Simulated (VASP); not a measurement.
Set up this calculation in VASP 6.6.1, as the native input.

- Task: work function
- Functional: PBEsol
- Potentials or basis: VASP PAW PBE potentials, release 64 (B, P)
- Cutoff: 520 eV
- k mesh: 12 × 12 × 1
- Occupations: gaussian, width 0.03 eV
- Spin: no spin polarisation
- Dipole correction: yes
- Further INCAR settings: ALGO = Normal; EDIFF = 1e-06

The structure of BP lies in POSCAR:

```
BP                                      
1.0
    3.1954827040      0.0000000000      0.0000000000
   -1.5977413520      2.7673691969      0.0000000000
    0.0000000000      0.0000000000     16.0000000000
  B               P             
     1     1
Direct
     0.3333330000000032    0.6666669999999968    0.5000000000000000
     0.6666669999999968    0.3333330000000032    0.5000000000000000
```

The cell was built by a generator and needn't be a form met in nature.

One way to write it, as run:

INCAR

```
PREC = Accurate
ENCUT = 520
EDIFF = 1E-6
ISMEAR = 0
SIGMA = 0.03
LREAL = False
LASPH = True
NELM = 100
ALGO = Normal
ISIF = 2
LWAVE = False
LCHARG = True
LDIPOL = True
IDIPOL = 3
DIPOL = 0.5 0.5 0.500
GGA = PS
LVHAR = True
LVACPOTAV = True
KPAR = 4
```

KPOINTS

```
regular mesh
0
Gamma
  12 12 1
```

Potentials or basis: VASP PAW PBE potentials, release 64 (B, P).

Launch:

```bash
$ cat potpaw_PBE.64/B/POTCAR potpaw_PBE.64/P/POTCAR > POTCAR
$ mpirun -np 4 vasp_std > vasp.out
```

Results of the run:

```yaml
Band_gap_on_the_k_mesh: 0.87 eV, direct
Ionisation_potential_of_the_upper_face: 5.16 eV
```

It took 14 s on 4 MPI ranks on Intel(R) Xeon(R) Platinum 8259CL CPU @ 2.50GHz (Skylake/Cascade Lake), on a shared host, peak memory 0.24 GiB a rank.
